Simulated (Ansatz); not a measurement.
# Ta2Si: the cost of one run

Computed with Ansatz 0.2.0 (DFT PBE, scalar-relativistic, plane waves, PAW, unless a step's input says otherwise).

## 1. The system as given

Symmetry: P4mm, No. 99, tetragonal system. Conventional cell: a = 4.307 Å, b = 4.307 Å, c = 5.725 Å, α = 90.00°, β = 90.00°, γ = 90.00°. Ta (site symmetry 4mm) has 1 Ta at 2.31 Å and 4 Si at 2.32 Å as nearest neighbours. Ta (site symmetry 2mm) has 2 Ta at 2.17 Å and 1 Si at 2.26 Å as nearest neighbours. Ta (site symmetry 4mm) has 5 Ta at 2.17 to 2.31 Å as nearest neighbours. Around Si (site symmetry 2mm) lie 3 Ta at 2.26 to 2.32 Å.

Structure file:

```cif
data_structure
_symmetry_space_group_name_H-M 'P 1'
_symmetry_Int_Tables_number 1
_cell_length_a 4.3070
_cell_length_b 4.3070
_cell_length_c 5.7247
_cell_angle_alpha 90.000
_cell_angle_beta 90.000
_cell_angle_gamma 90.000
_cell_volume 106.19
loop_
_atom_site_label
_atom_site_type_symbol
_atom_site_fract_x
_atom_site_fract_y
_atom_site_fract_z
_atom_site_occupancy
Ta1 Ta 0.50000 0.50000 0.54962 1
Ta2 Ta 0.50000 0.00000 0.09353 1
Ta3 Ta 0.00000 0.50000 0.09353 1
Ta4 Ta 0.50000 0.50000 0.14544 1
Si1 Si 0.50000 0.00000 0.69843 1
Si2 Si 0.00000 0.50000 0.69843 1
```

Recipe of the guess: random cell by space group and Wyckoff sites (P4mm, No. 99). Lengths come from tabulated atomic sizes and are only a guess.

## 2. Probe: one point on a coarse mesh

The input, input.yaml:

```yaml
crystal:
  lattice:
    - [4.30695655, 0.0, 0.0]
    - [0.0, 4.30695655, 0.0]
    - [0.0, 0.0, 5.72466429]
  atoms:
    - { symbol: Ta, position: [0.5, 0.5, 0.54962321] }
    - { symbol: Ta, position: [0.5, 0.0, 0.09352574] }
    - { symbol: Ta, position: [0.0, 0.5, 0.09352574] }
    - { symbol: Ta, position: [0.5, 0.5, 0.14544202] }
    - { symbol: Si, position: [0.5, 0.0, 0.69843247] }
    - { symbol: Si, position: [0.0, 0.5, 0.69843247] }
basis:
  ecutwfc: 420
kpoints:
  mp_grid: { grid: [4, 4, 4] }
hamiltonian:
  xc: pbe
scf:
  occupations: { method: gaussian, width: 0.1 }
  lower_state_search: "off"
output:
  forces: true
  stress: true
  eigenvalues: true
```

Run with:

```console
> ansatz run input.yaml --threads 1 --pin off --max-ram 2560MiB --backend cpu --events-out ev --progress --plain --runs-dir out
```

**Question.** How long does this run take on 1 thread of Intel Xeon at 2.50GHz (Skylake/Cascade Lake), shared host, and how much memory does it need?

About 11 s, with a peak of 0.35 GiB.
